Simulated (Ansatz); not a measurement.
# Stationary points along a deformation path in In

Computed with Ansatz 0.2.0, DFT LDA, scalar-relativistic, plane waves, PAW. Cutoff 420 eV, Γ-centred 22×22×22 k-points, Gaussian smearing of 0.15 eV. No spin polarisation. Energies are free energies at this smearing, counted from the undisturbed cell; pressure is positive in compression.

The undisturbed cell (as given, not relaxed at this level; it stands at -2.6 GPa):

```
In
1.0
    -1.62615    1.62615    2.47395
     1.62615   -1.62615    2.47395
     1.62615    1.62615   -2.47395
In
1
Cartesian
  0.0000 0.0000 0.0000
```

At fixed volume and fractional coordinates, lengths along (0.000, 0.000, 1.000) are scaled against those across it; ρ is that ratio over its starting value. V = 26.168 Å³/atom. Δσ is the stress along the axis less the mean stress across it (compression positive).

```csv
ρ,ΔE (meV/atom),Δσ (GPa),space group
0.850,1.7,0.33,I4/mmm
0.920,1.8,-0.27,I4/mmm
1.000,0.0,0.22,I4/mmm
1.100,3.1,-0.77,I4/mmm
1.200,17.7,-2.36,I4/mmm
```

How does the stress give the slope of the energy, and where is the energy stationary?

Along the path d ln(length) is 2/3 d ln ρ on the axis and −1/3 d ln ρ across it, so dE/d ln ρ = −(2/3) V Δσ: the energy falls with ρ where Δσ is positive. Δσ vanishes or changes sign between ρ = 0.850 and 0.920, a minimum (near 0.89 by linear interpolation); between ρ = 0.920 and 1.000, a maximum (near 0.96 by linear interpolation); between ρ = 1.000 and 1.100, a minimum (near 1.02 by linear interpolation). Pairs of stationary points between two samples would go unseen, and could change a minimum read from distant neighbours into a maximum.

Integrate that slope from ρ = 1 to 1.200 by the trapezoid rule.

With V/N in Å³ and 1 eV/Å³ = 160.2 GPa the slopes at ρ = 1.000, 1.100, 1.200 are -24, 84, 257 meV/atom per unit of ln ρ. The steps add 2.9 + 14.8 = 17.7 meV/atom, against 17.7 from the energies; the trapezoid rule misses the curvature of the slope within each step.

In a metal these slopes depend on the k mesh and the smearing.